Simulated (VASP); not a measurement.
Input of a VASP 6.6.1 run:

The input INCAR:

```
ALGO = Normal
EDIFF = 1E-7
ENCUT = 520
ISIF = 2
ISMEAR = 0
LASPH = True
LCHARG = False
LMIXTAU = True
LREAL = False
LWAVE = False
METAGGA = R2SCAN
NBANDS = 11
NELM = 60
PREC = Accurate
SIGMA = 0.02
```

File KPOINTS:

```
k-points
0
Gamma
  14 14 14
```

POSCAR

```
C                                       
1.0
    0.0000000000      1.7635765735      1.7635765735
    1.7635765735      0.0000000000      1.7635765735
    1.7635765735      1.7635765735      0.0000000000
  C             
     2
Direct
     0.0000000000000000    0.0000000000000000    0.0000000000000000
     0.2500000000000000    0.2500000000000000    0.2500000000000000
```

Potentials or basis: VASP PAW PBE potentials, release 64 (C).

Launch:

```sh
$ cat potpaw_PBE.64/C/POTCAR > POTCAR
$ mpirun -np 1 vasp_std > vasp.out
```

(1) Predict the band gap on the k mesh.

(2) Estimate the pressure.

Answers

(1) 4.40 eV, indirect (least direct gap 5.93 eV).

(2) 14.5 GPa.

Caveat: the PAW data sets were made with another functional, which shifts forces and pressure a little.
